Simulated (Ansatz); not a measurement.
# Cadmium, bcc under revPBE: ground state and equation of state, part 2 of 2

Aim: take cadmium in the bcc structure, relax it, solve it on a dense k-mesh, then scale the cell to 7 volumes from 88 to 112 % of the relaxed one and try a fit of the equation of state. Spin polarisation is left out. The k-meshes are 13×13×13 for the relaxation; 20×20×20 for the dense run; 14×14×14 for the volumes.

Ansatz 0.2.0; DFT, revPBE, plane waves (420 eV) with PAW, scalar-relativistic. The steps go on from the part before.

## (6) Equation of state: 96 %

This is Cd in the bcc structure; at room conditions it is hcp.

Contents of input.yaml:

```yaml
crystal:
  lattice:
    - [-1.8047709154, 1.8047709154, 1.8047709154]
    - [1.8047709154, -1.8047709154, 1.8047709154]
    - [1.8047709154, 1.8047709154, -1.8047709154]
  atoms:
    - { symbol: Cd, position: [0.0, 0.0, 0.0] }
hamiltonian:
  xc: revpbe
  pseudopotentials:
    kind: paw
    azcp:
      Cd: "pseudopotentials/Cd.paw.azcp"
basis:
  ecutwfc: 420
  fft_grid_basis: typed
kpoints:
  mp_grid: { grid: [14, 14, 14], shift: [0, 0, 0] }
magnetization:
  spin_polarized: false
scf:
  occupations: { method: fermi_dirac, width: 0.1 }
  lower_state_search: "off"
output:
  stress: true
  write_density: true
  write_potential: true
  elf: true
  volumetric_format: npy
```

The program printed (excerpt; [...] marks lines left out):

```text
Warning: RAYON_NUM_THREADS=2 ignored (pool sized by the plan → 2); use --threads N
[...]
Pseudopotentials: kind: paw
Pseudopotential: Cd, paw, valence charge 20, recommended cutoff 420 eV (normal), <dir>
Functional definition: revPBE
[...]
Crystal: 1 atoms, lattice volume = 23.514 Å³
Basis set: ecut = 420 eV, 459 PW (Γ)
Bands: 14, of which v1, the nominal top of the filled ones, is band 10 counted from 1 (9 counted from 0)
Symmetry: 48 space group operations
Space group: Im-3m (ITA 229), of the structure as read, at distance tolerance 2.9e-5 Å
k-points: 104 of 2744
[...]
SCF iter   1: F=—  HF=-8260.266444 eV  |F-HF|=—  |Δ(HF+E_count)|=         —  Δρ=3.03e-3  dr2=1.83e-3  ethr=1.77e-3  ⟨swp⟩=5.1  Hψ=7361  notcnv=0
[...]
SCF iter   6: F=-8260.265993 eV  HF=-8260.265993 eV  |F-HF|=1.76e-10  |Δ(HF+E_count)|=   1.03e-8  Δρ=1.62e-6  dr2=3.38e-10  ethr=3.12e-11  ⟨swp⟩=4.0  Hψ=6735  notcnv=0
[...]
SCF converged after 6 iterations
Free energy (F): -8260.265993 eV
[...]
E sigma→0 (E₀):  -8260.258824 eV
Entropy (-TS):   -0.014338 eV (-14.338 meV/atom)
Fermi energy:    13.239565 eV
[...]
--- Stress (GPa, compression-positive) ---
        1.510225      -0.000000      -0.000000
       -0.000000       1.510225       0.000000
        0.000000      -0.000000       1.510225
  P = ⅓ Tr σ = 1.5102 GPa (15.102 kbar)
--- Band table (eV; the first three rows and the last of 104) ---
  k-point 0: bands = ["-89.6739", "-50.7137", "-50.7137", "-50.7137", "4.1561", "4.1561", "4.1561", "4.7122", "4.7122", "4.9705", "27.7721", "27.7721", "27.7721", "28.6333"]
[...]
```

Run time: 1.5 s. Hardware: 2 threads of an Arm CPU, shared host; peak memory 0.29 GiB.

Axes a, b and c in the maps are those of this run's conventional cell (a, b, c = 3.610, 3.610, 3.610 Å).

Density in a lattice plane of the grid's cell (edges 3.61 and 3.61 Å, at 0.000 of the third edge), which holds Cd.

Ten even steps from '0' (0.08 e/Å³) to '9' (26.58 e/Å³):
```
875310000000000000001357
553210000000000000001235
322100000000000000000122
110000000000000000000001
000000000000000000000000
000000000000000000000000
000000000000000000000000
000000000000000000000000
000000000000000000000000
000000000000000000000000
000000000000000000000000
000000000000000000000000
000000000000000000000000
000000000000000000000000
000000000000000000000000
110000000000000000000001
322100000000000000000122
553210000000000000001235
875310000000000000001357
986421000000000000012468
```
Columns run along the first of these edges and rows up along the second, over one cell in 24 and 20 even steps from the bottom left corner. Atoms in the plane (fractional): Cd at (0.00, 0.00).

ELF in the same plane.

Ten even steps from '0' (0.18) to '9' (0.92):
```
987542100000000000124578
765432100000000000123456
544321000000000000012344
332210000000000000001223
111000000000000000000011
000000000000000000000000
000000000000000000000000
000000000000000000000000
000000000000000000000000
000000000000000000000000
000000000000000000000000
000000000000000000000000
000000000000000000000000
000000000000000000000000
111000000000000000000011
332210000000000000001223
544321000000000000012344
765432100000000000123456
987542100000000000124578
997643100000000000134679
```
Columns run along the first of these edges and rows up along the second, over one cell in 24 and 20 even steps from the bottom left corner. Atoms in the plane (fractional): Cd at (0.00, 0.00).

Both are smooth fields of the valence electrons: close to the nuclei they are not physical.

## (7) Equation of state: 100 %

Edit input.yaml of step 6 so:

```diff
@@ -2,5 +2,5 @@
   lattice:
-    - [-1.8047709154, 1.8047709154, 1.8047709154]
-    - [1.8047709154, -1.8047709154, 1.8047709154]
-    - [1.8047709154, 1.8047709154, -1.8047709154]
+    - [-1.8294968772, 1.8294968772, 1.8294968772]
+    - [1.8294968772, -1.8294968772, 1.8294968772]
+    - [1.8294968772, 1.8294968772, -1.8294968772]
   atoms:
```

The program printed (excerpt; [...] marks lines left out):

```text
Warning: RAYON_NUM_THREADS=2 ignored (pool sized by the plan → 2); use --threads N
[...]
[... 3 set-up lines as earlier in the session ...]
[...]
Crystal: 1 atoms, lattice volume = 24.494 Å³
Basis set: ecut = 420 eV, 459 PW (Γ)
Bands: 14, of which v1, the nominal top of the filled ones, is band 10 counted from 1 (9 counted from 0)
[... 2 set-up lines as earlier in the session ...]
k-points: 104 of 2744
[...]
SCF iter   1: F=—  HF=-8260.271391 eV  |F-HF|=—  |Δ(HF+E_count)|=         —  Δρ=2.97e-3  dr2=1.89e-3  ethr=1.77e-3  ⟨swp⟩=5.2  Hψ=7346  notcnv=0
[...]
SCF iter   6: F=-8260.270914 eV  HF=-8260.270914 eV  |F-HF|=2.73e-10  |Δ(HF+E_count)|=   1.32e-8  Δρ=1.70e-6  dr2=4.88e-10  ethr=4.11e-11  ⟨swp⟩=4.0  Hψ=6703  notcnv=0
[...]
SCF converged after 6 iterations
Free energy (F): -8260.270914 eV
[...]
E sigma→0 (E₀):  -8260.263699 eV
Entropy (-TS):   -0.014430 eV (-14.430 meV/atom)
Fermi energy:    12.526481 eV
[...]
--- Stress (GPa, compression-positive) ---
        0.166084      -0.000000      -0.000000
        0.000000       0.166084      -0.000000
       -0.000000      -0.000000       0.166084
  P = ⅓ Tr σ = 0.1661 GPa (1.661 kbar)
--- Band table (eV; the first three rows and the last of 104) ---
  k-point 0: bands = ["-90.2988", "-51.3415", "-51.3415", "-51.3415", "3.5582", "3.5582", "3.5582", "4.0689", "4.0689", "4.5550", "26.9343", "26.9343", "26.9343", "27.3978"]
[...]
```

Run time: 1.6 s. Hardware: 2 threads of an Arm CPU, shared host; peak memory 0.29 GiB.

## (8) Equation of state: 104 %

Edit input.yaml of step 7 so:

```diff
@@ -2,5 +2,5 @@
   lattice:
-    - [-1.8294968772, 1.8294968772, 1.8294968772]
-    - [1.8294968772, -1.8294968772, 1.8294968772]
-    - [1.8294968772, 1.8294968772, -1.8294968772]
+    - [-1.8535719654, 1.8535719654, 1.8535719654]
+    - [1.8535719654, -1.8535719654, 1.8535719654]
+    - [1.8535719654, 1.8535719654, -1.8535719654]
   atoms:
@@ -25,5 +25 @@
   stress: true
-  write_density: true
-  write_potential: true
-  elf: true
-  volumetric_format: npy
```

The program printed (excerpt; [...] marks lines left out):

```text
Warning: RAYON_NUM_THREADS=2 ignored (pool sized by the plan → 2); use --threads N
[...]
[... 3 set-up lines as earlier in the session ...]
[...]
Crystal: 1 atoms, lattice volume = 25.473 Å³
Basis set: ecut = 420 eV, 531 PW (Γ)
Bands: 14, of which v1, the nominal top of the filled ones, is band 10 counted from 1 (9 counted from 0)
[... 2 set-up lines as earlier in the session ...]
k-points: 104 of 2744
[...]
SCF iter   1: F=—  HF=-8260.269269 eV  |F-HF|=—  |Δ(HF+E_count)|=         —  Δρ=2.95e-3  dr2=2.01e-3  ethr=1.77e-3  ⟨swp⟩=5.2  Hψ=7329  notcnv=0
[...]
SCF iter   6: F=-8260.268746 eV  HF=-8260.268746 eV  |F-HF|=7.13e-10  |Δ(HF+E_count)|=   1.82e-8  Δρ=1.80e-6  dr2=6.64e-10  ethr=7.66e-11  ⟨swp⟩=2.0  Hψ=4300  notcnv=0
[...]
SCF converged after 6 iterations
Free energy (F): -8260.268746 eV
[...]
E sigma→0 (E₀):  -8260.261575 eV
Entropy (-TS):   -0.014342 eV (-14.342 meV/atom)
Fermi energy:    11.874332 eV
[...]
--- Stress (GPa, compression-positive) ---
       -0.824640       0.000000       0.000000
        0.000000      -0.824640       0.000000
        0.000000      -0.000000      -0.824640
  P = ⅓ Tr σ = -0.8246 GPa (-8.246 kbar)
```

Run time: 1.2 s. Hardware: 2 threads of an Arm CPU, shared host; peak memory 0.29 GiB.

## (9) Equation of state: 108 %

Edit input.yaml of step 8 so:

```diff
@@ -2,5 +2,5 @@
   lattice:
-    - [-1.8535719654, 1.8535719654, 1.8535719654]
-    - [1.8535719654, -1.8535719654, 1.8535719654]
-    - [1.8535719654, 1.8535719654, -1.8535719654]
+    - [-1.8770373927, 1.8770373927, 1.8770373927]
+    - [1.8770373927, -1.8770373927, 1.8770373927]
+    - [1.8770373927, 1.8770373927, -1.8770373927]
   atoms:
```

The program printed (excerpt; [...] marks lines left out):

```text
Warning: RAYON_NUM_THREADS=2 ignored (pool sized by the plan → 2); use --threads N
[...]
[... 3 set-up lines as earlier in the session ...]
[...]
Crystal: 1 atoms, lattice volume = 26.453 Å³
Basis set: ecut = 420 eV, 531 PW (Γ)
Bands: 14, of which v1, the nominal top of the filled ones, is band 10 counted from 1 (9 counted from 0)
[... 1 set-up line as earlier in the session ...]
Space group: Im-3m (ITA 229), of the structure as read, at distance tolerance 3.0e-5 Å
k-points: 104 of 2744
[...]
SCF iter   1: F=—  HF=-8260.261964 eV  |F-HF|=—  |Δ(HF+E_count)|=         —  Δρ=2.97e-3  dr2=2.16e-3  ethr=1.77e-3  ⟨swp⟩=5.2  Hψ=7354  notcnv=0
[...]
SCF iter   6: F=-8260.261380 eV  HF=-8260.261380 eV  |F-HF|=1.24e-9  |Δ(HF+E_count)|=   2.59e-8  Δρ=2.23e-6  dr2=1.12e-9  ethr=1.20e-10  ⟨swp⟩=2.0  Hψ=4486  notcnv=0
[...]
SCF converged after 6 iterations
Free energy (F): -8260.261380 eV
[...]
E sigma→0 (E₀):  -8260.254322 eV
Entropy (-TS):   -0.014116 eV (-14.116 meV/atom)
Fermi energy:    11.276405 eV
[...]
--- Stress (GPa, compression-positive) ---
       -1.547990       0.000000      -0.000000
        0.000000      -1.547990       0.000000
        0.000000       0.000000      -1.547990
  P = ⅓ Tr σ = -1.5480 GPa (-15.480 kbar)
```

It took 1.2 s on 2 threads of an Arm CPU, shared host; peak memory 0.29 GiB.

## (10) Equation of state: 112 %

Edit input.yaml of step 9 so:

```diff
@@ -2,5 +2,5 @@
   lattice:
-    - [-1.8770373927, 1.8770373927, 1.8770373927]
-    - [1.8770373927, -1.8770373927, 1.8770373927]
-    - [1.8770373927, 1.8770373927, -1.8770373927]
+    - [-1.8999303488, 1.8999303488, 1.8999303488]
+    - [1.8999303488, -1.8999303488, 1.8999303488]
+    - [1.8999303488, 1.8999303488, -1.8999303488]
   atoms:
@@ -25 +25,5 @@
   stress: true
+  write_density: true
+  write_potential: true
+  elf: true
+  volumetric_format: npy
```

The program printed (excerpt; [...] marks lines left out):

```text
Warning: RAYON_NUM_THREADS=2 ignored (pool sized by the plan → 2); use --threads N
[...]
[... 3 set-up lines as earlier in the session ...]
[...]
Crystal: 1 atoms, lattice volume = 27.433 Å³
Basis set: ecut = 420 eV, 555 PW (Γ)
Bands: 14, of which v1, the nominal top of the filled ones, is band 10 counted from 1 (9 counted from 0)
[... 2 set-up lines as earlier in the session ...]
k-points: 104 of 2744
[...]
SCF iter   1: F=—  HF=-8260.250872 eV  |F-HF|=—  |Δ(HF+E_count)|=         —  Δρ=2.97e-3  dr2=2.30e-3  ethr=1.77e-3  ⟨swp⟩=5.3  Hψ=7365  notcnv=0
[...]
SCF iter   6: F=-8260.250237 eV  HF=-8260.250237 eV  |F-HF|=1.96e-9  |Δ(HF+E_count)|=   3.45e-8  Δρ=2.58e-6  dr2=1.56e-9  ethr=1.63e-10  ⟨swp⟩=4.2  Hψ=7027  notcnv=0
[...]
SCF converged after 6 iterations
Free energy (F): -8260.250237 eV
[...]
E sigma→0 (E₀):  -8260.243293 eV
Entropy (-TS):   -0.013889 eV (-13.889 meV/atom)
Fermi energy:    10.725507 eV
[...]
--- Stress (GPa, compression-positive) ---
       -2.066888      -0.000000      -0.000000
        0.000000      -2.066888       0.000000
        0.000000       0.000000      -2.066888
  P = ⅓ Tr σ = -2.0669 GPa (-20.669 kbar)
--- Band table (eV; the first three rows and the last of 104) ---
  k-point 0: bands = ["-91.9112", "-52.9601", "-52.9601", "-52.9601", "2.0095", "2.0095", "2.0095", "2.4102", "2.4102", "3.4991", "24.2128", "24.2128", "24.2128", "24.7342"]
[...]
```

Run time: 1.7 s. Hardware: 2 threads of an Arm CPU, shared host; peak memory 0.29 GiB.

## (11) Fitting the volumes

The cell was scaled evenly, with its shape and the fractional positions fixed.

| V (Å³/atom) | E − E₀ (meV/atom) | P from the stress (GPa) | P from the fit (GPa) |
| --- | --- | --- | --- |
| 21.554 | 46.5 | 5.74 | 5.70 |
| 22.534 | 19.3 | 3.32 | 3.29 |
| 23.514 | 5.0 | 1.51 | 1.50 |
| 24.494 | 0.1 | 0.17 | 0.17 |
| 25.473 | 2.2 | -0.82 | -0.81 |
| 26.453 | 9.5 | -1.55 | -1.53 |
| 27.433 | 20.5 | -2.07 | -2.04 |

A third-order Birch-Murnaghan fit gives V₀ = 24.641 Å³/atom, B₀ = 27 GPa and B₀′ = 6.7; it misses no point by more than 0.02 meV/atom.

## (12) Outcome

The summary covers parts 1 to 2.

```
                      quantity                         value
space group (spins left aside)               Im-3m (No. 229)
             conventional cell                   a = 3.659 Å
                        volume                24.494 Å³/atom
             shortest distance                       3.169 Å
               gap on the mesh  none (levels filled in part)
               relative to hcp                  +46 meV/atom
                   V₀, B₀, B₀′   24.641 Å³/atom, 27 GPa, 6.7
```

In words: From the guessed start the volume grew by 13.5 % in 5 steps. Against the reference form of cadmium (hcp, computed apart with the same settings) it stands 46 meV/atom higher. Levels at the Fermi energy are filled in part, as in a metal. The fitted modulus is 27 GPa. Relaxation kept the symmetry; phonons were not checked.
